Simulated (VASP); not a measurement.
# CdTe (F-43m) in VASP: notebook

The runs below take CdTe through single point, with LDA.

All numbers are computed with VASP 6.6.1; they aren't measurements. Logs are shortened: lines on timing, memory, paths and dates and some standing lists are left out, and cuts for length are marked.

**What was measured.**

A printed reference work, data compilation reports, for a bulk crystal of CdTe at 0 K: band gap 1.607 eV.

The results are compared with them further down.

## (1) The cell of the first run

Symmetry: F-43m, No. 216, cubic system. Conventional cell: a = 6.410 Å, b = 6.410 Å, c = 6.410 Å, α = 90.00°, β = 90.00°, γ = 90.00°. Cd (site symmetry -43m) has 4 Te at 2.78 Å within 3.7 Å. Within 3.7 Å of Te (site symmetry -43m) lie 4 Cd at 2.78 Å.

## (2) Single point, LDA

INCAR

```
SYSTEM = CdTe
  PREC = Accurate
  ENCUT = 520
  EDIFF = 1E-7
  ISMEAR = 0
  SIGMA = 0.05
  LREAL = .False.
  LASPH = .True.
  NELM = 100
  ALGO = Normal
  ISIF = 2
  LWAVE = .False.
  LCHARG = .True.
  GGA = CA
  LELF = .True.
  LVHAR = .True.
  NBANDS = 16
```

KPOINTS

```
regular mesh
0
Gamma
  8 8 8
  0 0 0
```

POSCAR

```
CdTe
1.0
    0.0000000000      3.2050000000      3.2050000000
    3.2050000000      0.0000000000      3.2050000000
    3.2050000000      3.2050000000      0.0000000000
Cd Te
1 1
Direct
    0.0000000000      0.0000000000      0.0000000000
    0.7500000000      0.7500000000      0.7500000000
```

Potentials or basis: VASP PAW LDA potentials, release 64 (Cd, Te).

Command:

```bash
$ cat potpaw_LDA.64/Cd/POTCAR potpaw_LDA.64/Te/POTCAR > POTCAR
$ mpirun -np 1 vasp_std > vasp.out
```

OUTCAR:

```text
SYSTEM = CdTe
   PREC = Accurate
   ENCUT = 520
   EDIFF = 1E-7
   ISMEAR = 0
   LREAL = .False.
   LASPH = .True.
   NELM = 100
   ISIF = 2
   GGA = CA

 ion  position               nearest neighbor table
   1  0.000  0.000  0.000-   2 2.78   2 2.78   2 2.78   2 2.78
   2  0.750  0.750  0.750-   1 2.78   1 2.78   1 2.78   1 2.78

  LATTYP: Found a face centered cubic cell.
 ALAT       =     6.4100000000

  Lattice vectors:

 A1 = (   0.0000000000,   3.2050000000,   3.2050000000)
 A2 = (   3.2050000000,   0.0000000000,   3.2050000000)
 A3 = (   3.2050000000,   3.2050000000,   0.0000000000)

Analysis of symmetry for initial positions (statically):
=====================================================================
 Subroutine PRICEL returns:
 Original cell was already a primitive cell.

 Routine SETGRP: Setting up the symmetry group for a
 face centered cubic supercell.

 Subroutine GETGRP returns: Found 24 space group operations
 (whereof 24 operations were pure point group operations)
 out of a pool of 48 trial point group operations.

The static configuration has the point symmetry T_d .

Analysis of symmetry for dynamics (positions and initial velocities):
=====================================================================
 Subroutine PRICEL returns:
 Original cell was already a primitive cell.

 Routine SETGRP: Setting up the symmetry group for a
 face centered cubic supercell.

 Subroutine GETGRP returns: Found 24 space group operations
 (whereof 24 operations were pure point group operations)
 out of a pool of 48 trial point group operations.

The dynamic configuration has the point symmetry T_d .

 Subroutine INISYM returns: Found 24 space group operations
 (whereof 24 operations are pure point group operations),
 and found     1 'primitive' translations

----------------------------------------------------------------------------------------

                                     Primitive cell

  volume of cell :      65.8437

  direct lattice vectors                    reciprocal lattice vectors
     0.000000000  3.205000000  3.205000000    -0.156006240  0.156006240  0.156006240
     3.205000000  0.000000000  3.205000000     0.156006240 -0.156006240  0.156006240
     3.205000000  3.205000000  0.000000000     0.156006240  0.156006240 -0.156006240

  length of vectors
     4.532554467  4.532554467  4.532554467     0.270210734  0.270210734  0.270210734

  position of ions in fractional coordinates (direct lattice)
     0.000000000  0.000000000  0.000000000
     0.750000000  0.750000000  0.750000000

  ion indices of the primitive-cell ions
   primitive index   ion index
                 1           1
                 2           2

----------------------------------------------------------------------------------------

 KPOINTS: regular mesh

Automatic generation of k-mesh.
 Grid dimensions read from file:
 generate k-points for:    8    8    8

 Generating k-lattice:

  Cartesian coordinates                     Fractional coordinates (reciprocal lattice)
    -0.019500780  0.019500780  0.019500780     0.125000000  0.000000000  0.000000000
     0.019500780 -0.019500780  0.019500780     0.000000000  0.125000000  0.000000000
     0.019500780  0.019500780 -0.019500780     0.000000000  0.000000000  0.125000000

  Length of vectors
     0.033776342  0.033776342  0.033776342

  Shift w.r.t. Gamma in fractional coordinates (k-lattice)
     0.000000000  0.000000000  0.000000000

 Subroutine IBZKPT returns following result:
 ===========================================

 Found     29 irreducible k-points:

 Following reciprocal coordinates:
            Coordinates               Weight
  0.000000  0.000000  0.000000      1.000000
  0.125000  0.000000  0.000000      8.000000
  0.250000  0.000000  0.000000      8.000000
  0.375000  0.000000  0.000000      8.000000
  0.500000  0.000000  0.000000      4.000000
  0.125000  0.125000  0.000000      6.000000
[... 16 lines left out ...]
  0.500000  0.250000  0.125000     48.000000
 -0.375000  0.250000  0.125000     24.000000
 [... further k-points ...]
   k-points           NKPTS =     29   k-points in BZ     NKDIM =     29   number of bands    NBANDS=     16
   number of dos      NEDOS =    301   number of ions     NIONS =      2
   total plane-waves  NPLWV =  46656
   dimension x,y,z NGX =    36 NGY =   36 NGZ =   36
   dimension x,y,z NGXF=    72 NGYF=   72 NGZF=   72
   ions per type =               1   1
   NGX,Y,Z   is equivalent  to a cutoff of  13.20, 13.20, 13.20 a.u.
   NGXF,Y,Z  is equivalent  to a cutoff of  26.41, 26.41, 26.41 a.u.
 SYSTEM =  CdTe
   PREC   = accura    normal or accurate (medium, high low for compatibility)
   ISTART =      0    job   : 0-new  1-cont  2-samecut
   ICHARG =      2    charge: 1-file 2-atom 10-const
   ISPIN  =      1    spin polarized calculation?
   LNONCOLLINEAR =      F non collinear calculations
   LSORBIT =      F    spin-orbit coupling
   LASPH  =      T    aspherical Exc in radial PAW
   ENCUT  =  520.0 eV  38.22 Ry    6.18 a.u.   8.43  8.43  8.43*2*pi/ulx,y,z
   NELM   =    100;   NELMIN=  2; NELMDL= -5     # of ELM steps
   EDIFF  = 0.1E-06   stopping-criterion for ELM
   LREAL  =      F    real-space projection
   EDIFFG = 0.1E-05   stopping-criterion for IOM
   NSW    =      0    number of steps for IOM
   IBRION =     -1    ionic relax: 0-MD 1-quasi-New 2-CG
   NFREE  =      0    steps in history (QN), initial steepest desc. (CG)
   ISIF   =      2    stress and relaxation
   ISYM   =      2    0-nonsym 1-usesym 2-fastsym
   POTIM  = 0.5000    time-step for ionic-motion
   TEBEG  =    0.0;   TEEND  =   0.0 temperature during run
   PSTRESS=    0.0 pullay stress
   NELECT =      18.0000    total number of electrons
   NUPDOWN=      -1.0000    fix difference up-down
   EMIN   =  10.00;   EMAX   =-10.00  energy-range for DOS
   EFERMI =   0.00;   METHOD = LEGACY
   ISMEAR =     0;   SIGMA  =   0.05  broadening in eV -4-tet -1-fermi 0-gaus
   EFERMI_NEDOS =   21; number of points for ismear=-14 and -15
   IALGO  =     38    algorithm
   IMIX   =      4    mixing-type and parameters
     AMIX     =   0.40;   BMIX     =  1.00
     AMIX_MAG =   1.60;   BMIX_MAG =  1.00
  volume/ion in A,a.u.               =      32.92       222.17
  Fermi-wavevector in a.u.,A,eV,Ry     =   1.062497  2.007828 15.359610  1.128899
  Thomas-Fermi vector in A             =   2.197950
   LORBIT       =      0    0 simple, 1 ext, 2 COOP (PROOUT), +10 PAW based schemes
   GGA     = CA    functional components
   LHFCALC =     F    Hartree Fock is set to
   AEXX    =    0.0000 exact exchange contribution
   IVDW    =     0    specifies the selected vdW correction
   LEPSILON=     F    determine dielectric tensor
   LRPA    =     F    only Hartree local field effects (RPA)
 non-spin polarized calculation
 Gauss-broadening in eV      SIGMA  =   0.05
  energy-cutoff  :      520.00
  volume of cell :       65.84
 maximum number of plane-waves:      1807
 NGX is ok and might be reduce to    36
   NGX = 17   NGY = 17   NGZ = 17

 number of electron      17.9999995 magnetization

 Free energy of the ion-electron system (eV)
  ---------------------------------------------------
  ext. energy  EPLUGINS =         0.00000000
  ---------------------------------------------------
  free energy    TOTEN  =        -6.05092067 eV

  energy without entropy =       -6.05092067  energy(sigma->0) =       -6.05092067

 E-fermi :   2.6814     XC(G=0):  -9.0898

 val. band max:        2.4662679064   @ k =   0.0000   0.0000   0.0000
 cond. band min:       3.1195080710   @ k =   0.0000   0.0000   0.0000
 fundamental gap:      0.6532401646
 Fermi energy:         2.6813825092

 k-point     1 :       0.0000    0.0000    0.0000
  band No.  band energies     occupation
      1      -8.9691      2.00000
      2      -5.9460      2.00000
      3      -5.9460      2.00000
      4      -5.9460      2.00000
      5      -5.6565      2.00000
      6      -5.6565      2.00000
[... 8 lines left out ...]
     15      11.8596      0.00000
     16      11.8596      0.00000

 k-point     2 :       0.1250    0.0000    0.0000
  band No.  band energies     occupation
      1      -8.9053      2.00000
      2      -5.9336      2.00000
      3      -5.9336      2.00000
      4      -5.9001      2.00000
      5      -5.6576      2.00000
      6      -5.6576      2.00000
[... 8 lines left out ...]
     15      11.0668      0.00000
     16      11.0668      0.00000

 k-point     3 :       0.2500    0.0000    0.0000
  band No.  band energies     occupation
      1      -8.7500      2.00000
      2      -5.9063      2.00000
      3      -5.9063      2.00000
      4      -5.7414      2.00000
      5      -5.6573      2.00000
      6      -5.6573      2.00000
[... 8 lines left out ...]
     15      10.8574      0.00000
     16      10.8574      0.00000

 k-point     4 :       0.3750    0.0000    0.0000
  band No.  band energies     occupation
      1      -8.5955      2.00000
      2      -5.8836      2.00000
      3      -5.8836      2.00000
      4      -5.6514      2.00000
      5      -5.6514      2.00000
      6      -5.4661      2.00000
[... 8 lines left out ...]
     15      11.6822      0.00000
     16      11.6822      0.00000
[... 324 lines left out ...]
 k-point    22 :       0.3750    0.2500    0.1250
  band No.  band energies     occupation
      1      -8.6362      2.00000
      2      -5.8755      2.00000
      3      -5.8624      2.00000
      4      -5.7172      2.00000
      5      -5.6470      2.00000
      6      -5.5781      2.00000
[... 8 lines left out ...]
     15      12.2374      0.00000
     16      12.8220      0.00000

 k-point    23 :       0.5000    0.2500    0.1250
  band No.  band energies     occupation
      1      -8.5154      2.00000
      2      -5.8540      2.00000
      3      -5.8426      2.00000
      4      -5.6899      2.00000
      5      -5.6464      2.00000
      6      -5.3369      2.00000
[... 8 lines left out ...]
     15      12.3880      0.00000
     16      13.0960      0.00000

 k-point    24 :      -0.3750    0.2500    0.1250
  band No.  band energies     occupation
      1      -8.4667      2.00000
      2      -5.8489      2.00000
      3      -5.8342      2.00000
      4      -5.6755      2.00000
      5      -5.6513      2.00000
      6      -5.1809      2.00000
[... 8 lines left out ...]
     15      12.4792      0.00000
     16      13.0551      0.00000

 [... further k-points ...]

------------------------ aborting loop because EDIFF is reached ----------------------------------------

  FORCE on cell =-STRESS in cart. coord.  units (eV):
  Direction    XX          YY          ZZ          XY          YZ          ZX
  --------------------------------------------------------------------------------------
  -------------------------------------------------------------------------------------
  Total        0.0973687      0.0973687      0.0973687      0.0000000      0.0000000      0.0000000
  in kB        2.3692771      2.3692771      2.3692771      0.0000000      0.0000000      0.0000000
  external PRESSURE =       2.3692771 kB  Pullay stress =       0.0000000 kB

 VOLUME and BASIS-vectors are now :
 -----------------------------------------------------------------------------
  energy-cutoff  :      520.00
  volume of cell :       65.84
      direct lattice vectors                 reciprocal lattice vectors
     0.000000000  3.205000000  3.205000000    -0.156006240  0.156006240  0.156006240
     3.205000000  0.000000000  3.205000000     0.156006240 -0.156006240  0.156006240
     3.205000000  3.205000000  0.000000000     0.156006240  0.156006240 -0.156006240

 POSITION                                       TOTAL-FORCE (eV/Angst)
 -----------------------------------------------------------------------------------
      0.00000      0.00000      0.00000        -0.000000     -0.000000      0.000000
      4.80750      4.80750      4.80750         0.000000      0.000000     -0.000000
 -----------------------------------------------------------------------------------
    total drift:                               -0.000000     -0.000000     -0.000000

  FREE ENERGIE OF THE ION-ELECTRON SYSTEM (eV)
  ---------------------------------------------------
  free  energy   TOTEN  =        -6.0509206714 eV

  energy  without entropy=       -6.0509206714  energy(sigma->0) =       -6.05092067
```

Wall time 28 s (1 thread of AMD EPYC 7R13 (Zen 3), shared host); peak memory 0.16 GiB.

Results:

- Free energy: -6.0509 eV
- Pressure: 0.2 GPa
- Band gap on the k mesh: 0.65 eV

Caveat: spin-orbit coupling is left out, which moves the levels of the heavy elements.

## (3) Single point, LDA

INCAR

```
SYSTEM = CdTe
ALGO = Normal
EDIFF = 1E-7
ENCUT = 520
ISIF = 2
ISMEAR = 0
LASPH = .TRUE.
LCHARG = .FALSE.
LREAL = .FALSE.
LWAVE = .FALSE.
NBANDS = 16
NELM = 80
PREC = Accurate
SIGMA = 0.05
```

KPOINTS

```
k-points
0
G
  8 8 8
  0 0 0
```

POSCAR is that of step 2.

Potentials or basis: VASP PAW LDA potentials, release 64 (Cd, Te).

Command:

```bash
$ cat potpaw_LDA.64/Cd/POTCAR potpaw_LDA.64/Te/POTCAR > POTCAR
$ mpirun -np 1 vasp_std > vasp.out
```

OUTCAR:

```text
SYSTEM = CdTe
   EDIFF = 1E-7
   ENCUT = 520
   ISIF = 2
   ISMEAR = 0
   LASPH = .TRUE.
   LREAL = .FALSE.
   NELM = 80
   PREC = Accurate

 ion  position               nearest neighbor table
   1  0.000  0.000  0.000-   2 2.78   2 2.78   2 2.78   2 2.78
   2  0.750  0.750  0.750-   1 2.78   1 2.78   1 2.78   1 2.78

  LATTYP: Found a face centered cubic cell.
 ALAT       =     6.4100000000

  Lattice vectors:

 A1 = (   0.0000000000,   3.2050000000,   3.2050000000)
[... 643 lines left out ...]
------------------------ aborting loop because EDIFF is reached ----------------------------------------

  FORCE on cell =-STRESS in cart. coord.  units (eV):
  Direction    XX          YY          ZZ          XY          YZ          ZX
  --------------------------------------------------------------------------------------
  -------------------------------------------------------------------------------------
  Total        0.0973687      0.0973687      0.0973687      0.0000000      0.0000000      0.0000000
  in kB        2.3692771      2.3692771      2.3692771      0.0000000      0.0000000      0.0000000
  external PRESSURE =       2.3692771 kB  Pullay stress =       0.0000000 kB

 VOLUME and BASIS-vectors are now :
 -----------------------------------------------------------------------------
  energy-cutoff  :      520.00
  volume of cell :       65.84
      direct lattice vectors                 reciprocal lattice vectors
     0.000000000  3.205000000  3.205000000    -0.156006240  0.156006240  0.156006240
     3.205000000  0.000000000  3.205000000     0.156006240 -0.156006240  0.156006240
     3.205000000  3.205000000  0.000000000     0.156006240  0.156006240 -0.156006240

 POSITION                                       TOTAL-FORCE (eV/Angst)
 -----------------------------------------------------------------------------------
      0.00000      0.00000      0.00000        -0.000000     -0.000000      0.000000
      4.80750      4.80750      4.80750         0.000000      0.000000     -0.000000
 -----------------------------------------------------------------------------------
    total drift:                               -0.000000     -0.000000     -0.000000

  FREE ENERGIE OF THE ION-ELECTRON SYSTEM (eV)
  ---------------------------------------------------
  free  energy   TOTEN  =        -6.0509206714 eV

  energy  without entropy=       -6.0509206714  energy(sigma->0) =       -6.05092067
```

OSZICAR:

```text
N       E                     dE             d eps       ncg     rms          rms(c)
DAV:   1     0.103545165189E+03    0.10355E+03   -0.83875E+03   944   0.983E+02
DAV:   2    -0.260497705396E+01   -0.10615E+03   -0.10071E+03  1080   0.241E+02
DAV:   3    -0.625936534864E+01   -0.36544E+01   -0.36490E+01  1136   0.463E+01
DAV:   4    -0.629308332310E+01   -0.33718E-01   -0.33717E-01  1392   0.401E+00
DAV:   5    -0.629318803252E+01   -0.10471E-03   -0.10471E-03  1208   0.190E-01    0.604E+00
DAV:   6    -0.607503184275E+01    0.21816E+00   -0.36939E-01  1168   0.780E+00    0.484E+00
DAV:   7    -0.605307326727E+01    0.21959E-01   -0.92639E-02  1136   0.206E+00    0.177E+00
DAV:   8    -0.605118129552E+01    0.18920E-02   -0.10366E-02  1032   0.122E+00    0.423E-01
DAV:   9    -0.605092700565E+01    0.25429E-03   -0.77706E-04  1152   0.313E-01    0.111E-01
DAV:  10    -0.605091817837E+01    0.88273E-05   -0.86038E-05  1096   0.822E-02    0.520E-02
DAV:  11    -0.605092158982E+01   -0.34114E-05   -0.20804E-05  1208   0.416E-02    0.300E-02
DAV:  12    -0.605092074782E+01    0.84200E-06   -0.18263E-06  1048   0.124E-02    0.152E-02
DAV:  13    -0.605092067137E+01    0.76455E-07   -0.63690E-07  1080   0.415E-03
   1 F= -.60509207E+01 E0= -.60509207E+01  d E =-.151208E-11
```

stdout:

```text
POSCAR found type information on POSCAR CdTe
 POSCAR found :  2 types and       2 ions
 scaLAPACK will be used
 LDA part: xc-table for (Slater(with rela. corr.)+CA(PZ))
 , standard interpolation
 POSCAR, INCAR and KPOINTS ok, starting setup
 FFT: planning ... GRIDC
 FFT: planning ... GRID_SOFT
 FFT: planning ... GRID
 WAVECAR not read
 entering main loop
```

It took 32 s on 1 thread of AMD EPYC 7R13 (Zen 3), shared host; peak memory 0.16 GiB.

What came out:

```yaml
Free_energy: -6.0509 eV
Pressure: 0.2 GPa
Band_gap_on_the_k_mesh: 0.65 eV
```

Levels at points of the mesh, in eV from the valence-band top:
| k point | band 7 | band 8 | band 9 | band 10 | band 11 | band 12 |
| --- | --- | --- | --- | --- | --- | --- |
| (0.00, 0.00, 0.00) | 0.00 | 0.00 | 0.00 | 0.65 | 4.48 | 4.48 |
| (0.50, 0.00, 0.00) | -4.69 | -0.84 | -0.84 | 1.69 | 5.08 | 5.08 |
| (0.50, 0.50, 0.00) | -4.54 | -2.01 | -2.01 | 2.37 | 2.54 | 8.82 |

Caveat: spin-orbit coupling is left out, which moves the levels of the heavy elements.

## (4) How close it comes

Step 2. Against the measured gap of CdTe, 1.607 eV (0 K; a printed reference work, data compilation), the calculated 0.65 eV is off by -0.95 eV. Spin-orbit coupling on Cd, Te is left out. The value is that of LDA, without temperature or zero-point motion. Semilocal functionals fall short of measured gaps as a rule.

Step 3. Against the measured gap of CdTe, 1.607 eV (0 K; a printed reference work, data compilation), the calculated 0.65 eV is off by -0.95 eV. Spin-orbit coupling on Cd, Te is left out. The value is that of LDA, without temperature or zero-point motion. Semilocal functionals fall short of measured gaps as a rule.
